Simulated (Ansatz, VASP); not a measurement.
Two plane-wave programs on SnTe

The input INCAR:

```
SYSTEM = SnTe
  ALGO = Normal
  EDIFF = 1E-7
  ENCUT = 520
  GGA = PS
  ISIF = 2
  ISMEAR = -1
  LASPH = .TRUE.
  LCHARG = .FALSE.
  LREAL = .FALSE.
  LWAVE = .FALSE.
  NBANDS = 17
  NELM = 60
  PREC = Accurate
  SIGMA = 0.05
```

Contents of KPOINTS:

```
k-points
0
G
  7 7 7
  0 0 0
```

File POSCAR:

```
SnTe
1.0
    0.0000000000      3.1923133075      3.1923133075
    3.1923133075      0.0000000000      3.1923133075
    3.1923133075      3.1923133075      0.0000000000
Te Sn
1 1
Direct
    0.5000000000      0.5000000000      0.5000000000
    0.0000000000      0.0000000000      0.0000000000
```

input.yaml

```yaml
crystal:
  lattice:
    - [0.0, 3.1923133075, 3.1923133075]
    - [3.1923133075, 0.0, 3.1923133075]
    - [3.1923133075, 3.1923133075, 0.0]
  atoms:
    - { symbol: Te, position: [0.5, 0.5, 0.5] }
    - { symbol: Sn, position: [0.0, 0.0, 0.0] }
hamiltonian:
  xc: pbesol
  pseudopotentials: { kind: paw }
kpoints:
  mp_grid: { grid: [7, 7, 7] }
scf:
  occupations: { method: fermi_dirac, width: 0.05 }
output:
  forces: true
  stress: true
  eigenvalues: true
```

Change from the starting cell: volume scaled by 1.04.

Alike in both runs: task single point; functional PBEsol; k mesh 7 × 7 × 7; occupations fermi-dirac, width 0.05 eV; no spin polarisation.

|  | VASP | Ansatz |
| --- | --- | --- |
| version | VASP 6.6.1 | Ansatz 0.2.0 |
| potentials or method | VASP PAW PBE potentials, release 64 (Te, Sn_d) | Ansatz PAW |
| plane-wave cutoff (eV) | 520 | 420 |
| valence electrons in the cell | 20 | 30 |

|  | VASP | Ansatz | Ansatz less VASP |
| --- | --- | --- | --- |
| gap on the k mesh at the Fermi level (eV) | 0.65 | 0.65 | +0.001 |
| least direct gap on the mesh (eV) | 0.65 | 0.65 | +0.001 |
| pressure (GPa) | -2.0 | -2.0 | 0.00 |

The functional is the same, so the differences come from potentials, cutoffs and numerics. The two sets of potentials don't hold the same shells in valence.

Caveats: the PAW data sets were made with another functional, which shifts forces and pressure a little (VASP); the PAW data sets come from PBE, with cores solved anew for the run's functional, which leaves a small shift of forces and pressure (Ansatz). Spin-orbit coupling is left out, which matters for the levels of Te.
